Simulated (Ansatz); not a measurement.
# Ga (P2_1/m) in Ansatz: convergence with wavefunction cutoff

Aim: find how far wavefunction cutoff must go before the results for Ga settle, at PBEsol. This setting moves, with any that are tied to it; all else stays.

Everything below comes from runs of Ansatz 0.2.0. Logs are shortened: lines on timing, memory, paths and dates and some standing lists are left out, and cuts for length are marked.

**1. The crystal as given**

Symmetry: P2_1/m, No. 11, monoclinic system. Conventional cell: a = 2.778 Å, b = 3.282 Å, c = 4.210 Å, α = 90.00°, β = 108.61°, γ = 90.00°. Ga (site symmetry m) has 8 Ga at 2.71 to 2.84 Å as nearest neighbours.

This isn't the form of Ga at room conditions, which is orthorhombic.

**2. With wavefunction cutoff 200 eV**

File input.yaml:

```yaml
crystal:
  lattice:
    - [2.7784220849, 0.0, 0.0]
    - [0.0, 3.28160879, 0.0]
    - [-1.3434310986, 0.0, 3.9902731763]
  atoms:
    - { symbol: Ga, position: [0.13459627, 0.75, 0.77016683] }
    - { symbol: Ga, position: [0.86540373, 0.25, 0.22983317] }
hamiltonian:
  xc: pbesol
  pseudopotentials: { kind: paw_fr }
magnetization:
  noncollinear: true
  spin_orbit: true
kpoints:
  mp_grid: { grid: [8, 7, 6] }
scf:
  occupations: { method: fermi_dirac, width: 0.1 }
output:
  forces: true
  stress: true
  eigenvalues: true
basis:
  ecutwfc: "200 eV"
```

Potentials or basis: Ansatz PAW.

Launch:

```
ansatz run input.yaml --threads 2 --pin off --max-ram 5632MiB --backend cpu --events-out ev --progress --plain --runs-dir out
```

Run time: 4.8 s. Hardware: 2 threads of Arm Neoverse V1, shared host; peak memory 0.39 GiB.

What came out:

```
Free energy            : -7470.1958 eV
Pressure               : -1.0 GPa
Largest force          : 0.210 eV/Å
Band gap on the k mesh : none (metal or under the smearing width)
```

**3. With wavefunction cutoff 250 eV**

Edit input.yaml of step 2 so:

```diff
@@ -23,2 +23,2 @@
 basis:
-  ecutwfc: "200 eV"
+  ecutwfc: "250 eV"
```

Potentials or basis: Ansatz PAW.

Launch:

```
ansatz run input.yaml --threads 2 --pin off --max-ram 5632MiB --backend cpu --events-out ev --progress --plain --runs-dir out
```

Run time: 5.5 s. Hardware: 2 threads of Arm Neoverse V1, shared host; peak memory 0.41 GiB.

Results:

```
Free energy            : -7483.9980 eV
Pressure               : 1.9 GPa
Largest force          : 0.163 eV/Å
Band gap on the k mesh : none (metal or under the smearing width)
```

**4. With wavefunction cutoff 300 eV**

Edit input.yaml of step 3 so:

```diff
@@ -23,2 +23,2 @@
 basis:
-  ecutwfc: "250 eV"
+  ecutwfc: "300 eV"
```

Launch:

```
ansatz run input.yaml --threads 2 --pin off --max-ram 5632MiB --backend cpu --events-out ev --progress --plain --runs-dir out
```

Run time: 6.1 s. Hardware: 2 threads of Arm Neoverse V1, shared host; peak memory 0.43 GiB.

What came out:

* Free energy: -7486.2988 eV
* Pressure: -0.1 GPa
* Largest force: 0.097 eV/Å
* Band gap on the k mesh: none (metal or under the smearing width)

**5. With wavefunction cutoff 350 eV**

Edit input.yaml of step 4 so:

```diff
@@ -23,2 +23,2 @@
 basis:
-  ecutwfc: "300 eV"
+  ecutwfc: "350 eV"
```

Launch:

```
ansatz run input.yaml --threads 2 --pin off --max-ram 5632MiB --backend cpu --events-out ev --progress --plain --runs-dir out
```

Wall time 8.1 s (2 threads of Arm Neoverse V1, shared host); peak memory 0.46 GiB.

Results:

| Quantity | Value |
| --- | --- |
| Free energy | -7486.5157 eV |
| Pressure | -0.5 GPa |
| Largest force | 0.089 eV/Å |
| Band gap on the k mesh | none (metal or under the smearing width) |

**6. With wavefunction cutoff 400 eV**

Edit input.yaml of step 5 so:

```diff
@@ -23,2 +23,2 @@
 basis:
-  ecutwfc: "350 eV"
+  ecutwfc: "400 eV"
```

Potentials or basis: Ansatz PAW.

Launch:

```
ansatz run input.yaml --threads 2 --pin off --max-ram 5632MiB --backend cpu --events-out ev --progress --plain --runs-dir out
```

It took 8.7 s on 2 threads of Arm Neoverse V1, shared host; peak memory 0.49 GiB.

The run converged. Its results:

```
Free energy            : -7486.5251 eV
Pressure               : -0.6 GPa
Largest force          : 0.092 eV/Å
Band gap on the k mesh : none (metal or under the smearing width)
```

**7. With wavefunction cutoff 450 eV**

Edit input.yaml of step 6 so:

```diff
@@ -23,2 +23,2 @@
 basis:
-  ecutwfc: "400 eV"
+  ecutwfc: "450 eV"
```

Launch:

```
ansatz run input.yaml --threads 2 --pin off --max-ram 5632MiB --backend cpu --events-out ev --progress --plain --runs-dir out
```

Wall time 10 s (2 threads of Arm Neoverse V1, shared host); peak memory 0.52 GiB.

The run converged. Its results:

| Item | Value |
| --- | --- |
| Free energy | -7486.5268 eV |
| Pressure | -0.6 GPa |
| Largest force | 0.092 eV/Å |
| Band gap on the k mesh | none (metal or under the smearing width) |

**8. With wavefunction cutoff 500 eV**

Edit input.yaml of step 7 so:

```diff
@@ -23,2 +23,2 @@
 basis:
-  ecutwfc: "450 eV"
+  ecutwfc: "500 eV"
```

Launch:

```
ansatz run input.yaml --threads 2 --pin off --max-ram 5632MiB --backend cpu --events-out ev --progress --plain --runs-dir out
```

Run time: 12 s. Hardware: 2 threads of Arm Neoverse V1, shared host; peak memory 0.55 GiB.

The run converged. Its results:

```yaml
Free_energy: -7486.5279 eV
Pressure: -0.6 GPa
Largest_force: 0.092 eV/Å
Band_gap_on_the_k_mesh: none (metal or under the smearing width)
```

**9. With wavefunction cutoff 600 eV**

Edit input.yaml of step 8 so:

```diff
@@ -23,2 +23,2 @@
 basis:
-  ecutwfc: "500 eV"
+  ecutwfc: "600 eV"
```

Potentials or basis: Ansatz PAW.

Launch:

```
ansatz run input.yaml --threads 2 --pin off --max-ram 5632MiB --backend cpu --events-out ev --progress --plain --runs-dir out
```

It took 16 s on 2 threads of Arm Neoverse V1, shared host; peak memory 0.62 GiB.

The run converged. Its results:

```
Free energy            : -7486.5281 eV
Pressure               : -0.6 GPa
Largest force          : 0.092 eV/Å
Band gap on the k mesh : none (metal or under the smearing width)
```

**10. With wavefunction cutoff 800 eV**

Edit input.yaml of step 9 so:

```diff
@@ -23,2 +23,2 @@
 basis:
-  ecutwfc: "600 eV"
+  ecutwfc: "800 eV"
```

Potentials or basis: Ansatz PAW.

Launch:

```
ansatz run input.yaml --threads 2 --pin off --max-ram 5632MiB --backend cpu --events-out ev --progress --plain --runs-dir out
```

The program printed:

```text
Warning: RAYON_NUM_THREADS=2 ignored (pool sized by the plan → 2); use --threads N
Engine: ansatz 0.2.0, aarch64-unknown-linux-gnu
Pseudopotentials: kind: paw_fr
Pseudopotential: Ga, paw_fr, valence charge 13, recommended cutoff 420 eV (normal), Ga.paw.azcp#standard-fr
Functional definition: PBEsol
  exchange = pbesol_x
  correlation = pbesol_c
non-collinear run that drives no moment, with spin-orbit: no starting moment large enough to seed its density (crystal.atoms[].spin), no starting occupations that ask for one, no magnetisation constraint and no magnetic field, so the semilocal B_xc is pinned to zero
Crystal: 2 atoms, lattice volume = 36.382 Å³
Basis set: ecut = 800 eV, 1875 PW (Γ), exchange–correlation on 54×64×80 points (8 copies of the dense FFT grid, shifted against one another)
Bands: 34, of which v1, the nominal top of the filled ones, is band 26 counted from 1 (25 counted from 0)
Symmetry: 4 space group operations + 4 with time reversal
Magnetic group: BNS 11.51 (UNI 58), of the structure as read, at distance tolerance 3.3e-5 Å
k-points: 104 of 336
Projection manifold: j_resolved (fully-relativistic pseudo-atomic orbitals)
Non-local potential: Ga, projectors of the file, l = 0: 2, l = 1: 4, l = 2: 6, l = 3: 2
PAW form: soft (Blöchl's): semilocal exchange-correlation on the pseudo side does not see the compensation charge
PAW frozen core: Ga, regenerated for the run's functional, and the local potential with it (the file was generated under x = pbe(κ = 0.804, μ = 0.2195149727645171), c = pbe(β = 0.06672455060314922))
PAW one-centre angular grid: Ga, 590 points (default); XC on 64 Gauss nodes
Initial density: superposition of atomic densities (chi_scale 0.1, normalization cell)
Initial wavefunctions: pseudopotential atomic-orbital guess
Functional: x = pbesol(κ = 0.804, μ = 0.12345679012345678), c = pbesol(β = 0.046)
SCF iter   1: F=—  HF=-7486.597186 eV  |F-HF|=—  |Δ(HF+E_count)|=         —  Δρ=2.42e-2  dr2=1.92e-1  dr2_m=0.00e0 (ungated)  ethr=3.10e-3  |M|=0.00e0 ∫|m|=0.00e0 μB  |m|>n=0.0e0 m-floor=0.0e0 τ_xc=0.0e0  β_m=0.30  ⟨swp⟩=7.3  Hψ=9368  notcnv=0  defer=18
preconditioner: auto → Kerker (q_TF=auto, 2.580 Å⁻¹)  [metal: Δε(μ)=0.053 eV  Ē_g=16.676 eV  σ=0.100 eV  W_gap=0.13  n_scr=12 (ndim 8)  ℏωp=31.4 eV  f_vac=0.000  D(μ)=0.98/eV (n_scr^D=4)]
spin=Noncollinear: Kerker preconditioning applied to the charge; magnetization (m_x, m_y, m_z) channels mix plain (no charge-response kernel on spin).
SCF iter   2: F=—  HF=-7486.554618 eV  |F-HF|=—  |Δ(HF+E_count)|=   4.26e-2  Δρ=1.86e-2  dr2=1.04e-1  dr2_m=0.00e0 (ungated)  ethr=7.39e-4  |M|=0.00e0 ∫|m|=0.00e0 μB  |m|>n=0.0e0 m-floor=0.0e0 τ_xc=0.0e0  β_m=0.56  ⟨swp⟩=3.0  Hψ=3391  notcnv=0  defer=176
SCF iter   3: F=—  HF=-7486.529721 eV  |F-HF|=—  |Δ(HF+E_count)|=   2.49e-2  Δρ=6.51e-3  dr2=1.21e-2  dr2_m=0.00e0 (ungated)  ethr=4.00e-4  |M|=0.00e0 ∫|m|=0.00e0 μB  |m|>n=0.0e0 m-floor=0.0e0 τ_xc=0.0e0  β_m=0.62  ⟨swp⟩=3.4  Hψ=3370  notcnv=0  defer=176
SCF iter   4: F=—  HF=-7486.528231 eV  |F-HF|=—  |Δ(HF+E_count)|=   1.49e-3  Δρ=1.35e-3  dr2=2.94e-4  dr2_m=0.00e0 (ungated)  ethr=4.67e-5  |M|=0.00e0 ∫|m|=0.00e0 μB  |m|>n=0.0e0 m-floor=0.0e0 τ_xc=0.0e0  β_m=0.81  ⟨swp⟩=2.0  Hψ=3415  notcnv=0  defer=178
SCF iter   5: F=—  HF=-7486.528404 eV  |F-HF|=—  |Δ(HF+E_count)|=   1.74e-4  Δρ=1.94e-4  dr2=9.23e-6  dr2_m=0.00e0 (ungated)  ethr=1.13e-6  |M|=0.00e0 ∫|m|=0.00e0 μB  |m|>n=0.0e0 m-floor=0.0e0 τ_xc=0.0e0  β_m=0.89  ⟨swp⟩=2.0  Hψ=2965  notcnv=0  defer=178
SCF iter   6: F=—  HF=-7486.528404 eV  |F-HF|=—  |Δ(HF+E_count)|=   6.24e-7  Δρ=6.36e-5  dr2=8.09e-7  dr2_m=0.00e0 (ungated)  ethr=3.55e-8  |M|=0.00e0 ∫|m|=0.00e0 μB  |m|>n=0.0e0 m-floor=0.0e0 τ_xc=0.0e0  β_m=0.95  ⟨swp⟩=2.0  Hψ=3039  notcnv=0  defer=178
SCF iter   7: F=-7486.528404 eV  HF=-7486.528404 eV  |F-HF|=5.50e-8  |Δ(HF+E_count)|=   2.76e-7  Δρ=1.32e-5  dr2=7.55e-8  dr2_m=0.00e0 (ungated)  ethr=3.85e-10  |M|=0.00e0 ∫|m|=0.00e0 μB  |m|>n=0.0e0 m-floor=0.0e0 τ_xc=0.0e0  ⟨swp⟩=10.3  Hψ=10710  notcnv=0
SCF 1 converged in 7 iterations: F = -7486.528404 eV  dr2 = 7.55e-8
SCF converged after 7 iterations
Magnetization: |M| = 0.0000 μB,  M = (+0.0000, +0.0000, +0.0000) μB
Absolute magnetization: 0.0000 μB (∫|m|)
  site 0: m = (+0.0000, +0.0000, +0.0000) μB, |m| = 0.0000 μB  (R = 1.12 Å)
  site 1: m = (+0.0000, +0.0000, +0.0000) μB, |m| = 0.0000 μB  (R = 1.12 Å)
Free energy (F): -7486.528404 eV
Harris-Foulkes:  -7486.528404 eV  (|F-HF|=5.50e-8)
Internal energy: -7486.496873 eV  (E = F + TS)
E sigma→0 (E₀):  -7486.512638 eV
Entropy (-TS):   -0.031531 eV (-15.766 meV/atom)
Fermi energy:    10.120845 eV
--- Per-component energies (eV) ---
  E_band       = -64.923840
  E_kinetic    = 230.760614
  E_local      = -3566.489681  (includes V_loc(G=0)·N_el)
  E_nonlocal   = 847.777674
  E_hartree    = 1676.794919
  E_xc         = -138.152215
  E_vxc        = -117.307130  (∫ρ·V_xc dr)
  E_paw        = -3893.804353  (= ΣΔE_a)
  E_vpaw       = -813.250770  (= ΣTr[D̂ρ^β])
  E_aug_tail   = -0.000002  (compensation charges beyond the density's cutoff)
  E_ewald      = -2645.115619
  E_core_change = 1.731790  (= ΣΔE_core)
  E_smearing   = -0.031531  (= −TS)
  E_closure    = 0.000000  (closes the sum)
  Σ components = -7486.528404   (vs F -7486.528404, Δ=0.00e0)
--- Forces (eV/Å), atoms counted from 1 ---
  atom   1  Ga     0.00462151    -0.00000000    -0.09178491
  atom   2  Ga    -0.00462151     0.00000000     0.09178491
  max |Σ_I F_I| component: 8.67e-19 eV/Å
--- Stress (GPa, compression-positive) ---
       -2.303953       0.000000      -0.056817
        0.000000       0.014970       0.000000
       -0.056817       0.000000       0.624369
  P = ⅓ Tr σ = -0.5549 GPa (-5.549 kbar)
--- Band table (eV; the first three rows and the last of 104) ---
  k-point 0: bands = ["-5.2418", "-5.2418", "-5.2379", "-5.2379", "-5.2080", "-5.2080", "-5.1850", "-5.1850", "-4.7300", "-4.7300", "-4.7203", "-4.7203", "-4.6976", "-4.6976", "-4.6475", "-4.6475", "-4.5775", "-4.5775", "-4.4678", "-4.4678", "-1.3985", "-1.3985", "7.9200", "7.9200", "8.5521", "8.5521", "11.8138", "11.8138", "15.5956", "15.5956", "19.1681", "19.1681", "20.2692", "20.2692"]
  k-point 1: bands = ["-5.2505", "-5.2505", "-5.2216", "-5.2216", "-5.2031", "-5.2031", "-5.1682", "-5.1682", "-4.7353", "-4.7353", "-4.7223", "-4.7223", "-4.6889", "-4.6889", "-4.6488", "-4.6488", "-4.5824", "-4.5824", "-4.4878", "-4.4878", "-1.1376", "-1.1376", "5.3671", "5.3671", "11.4194", "11.4194", "12.1214", "12.1214", "15.9879", "15.9879", "18.2530", "18.2530", "18.8871", "18.8871"]
  k-point 2: bands = ["-5.2742", "-5.2742", "-5.1850", "-5.1850", "-5.1745", "-5.1745", "-5.1438", "-5.1438", "-4.7387", "-4.7387", "-4.7209", "-4.7209", "-4.6760", "-4.6760", "-4.6615", "-4.6615", "-4.6187", "-4.6187", "-4.5085", "-4.5085", "-0.3596", "-0.3596", "3.0025", "3.0025", "12.9929", "12.9929", "14.3263", "14.3263", "16.5870", "16.5870", "17.3771", "17.3771", "17.4787", "17.4787"]
  k-point 103: bands = ["-5.2229", "-5.2229", "-5.1920", "-5.1920", "-5.1826", "-5.1826", "-5.1642", "-5.1642", "-4.7473", "-4.7473", "-4.7231", "-4.7231", "-4.6619", "-4.6619", "-4.6373", "-4.6373", "-4.5101", "-4.5101", "-4.4934", "-4.4934", "6.3090", "6.3090", "7.3601", "7.3601", "8.2313", "8.2313", "9.1907", "9.1907", "11.4747", "11.4747", "12.0993", "12.0993", "14.4993", "14.4993"]
```

Run time: 26 s. Hardware: 2 threads of Arm Neoverse V1, shared host; peak memory 0.77 GiB.

Results:

- Free energy: -7486.5284 eV
- Pressure: -0.6 GPa
- Largest force: 0.092 eV/Å
- Band gap on the k mesh: none (metal or under the smearing width)

**11. Summary**

| wavefunction cutoff | energy less the tightest run, at zero smearing (meV/atom) | pressure (GPa) | largest force (eV/Å) | SCF cycles | CPU time (s) | peak memory (GiB) |
| --- | --- | --- | --- | --- | --- | --- |
| 200 eV | 8166.12 | -0.97 | 0.210 | 8 | 9.2 | 0.39 |
| 250 eV | 1265.26 | 1.92 | 0.163 | 8 | 11 | 0.41 |
| 300 eV | 114.82 | -0.12 | 0.097 | 7 | 12 | 0.43 |
| 350 eV | 6.37 | -0.53 | 0.089 | 7 | 16 | 0.46 |
| 400 eV | 1.65 | -0.55 | 0.092 | 7 | 17 | 0.49 |
| 450 eV | 0.79 | -0.56 | 0.092 | 7 | 20 | 0.52 |
| 500 eV | 0.28 | -0.56 | 0.092 | 7 | 23 | 0.55 |
| 600 eV | 0.14 | -0.56 | 0.092 | 7 | 31 | 0.62 |
| 800 eV | 0.00 | -0.55 | 0.092 | 7 | 50 | 0.77 |

Against the tightest run, the energy stays within 1 meV/atom from 450 eV on; the pressure stays within 0.1 GPa from 350 eV on; the largest force stays within 0.005 eV/Å from 350 eV on. The tightest run that finished is the yardstick and may itself not be fully converged.

Caveats: the PAW data sets come from PBE, with cores solved anew for the run's functional, which leaves a small shift of forces and pressure.
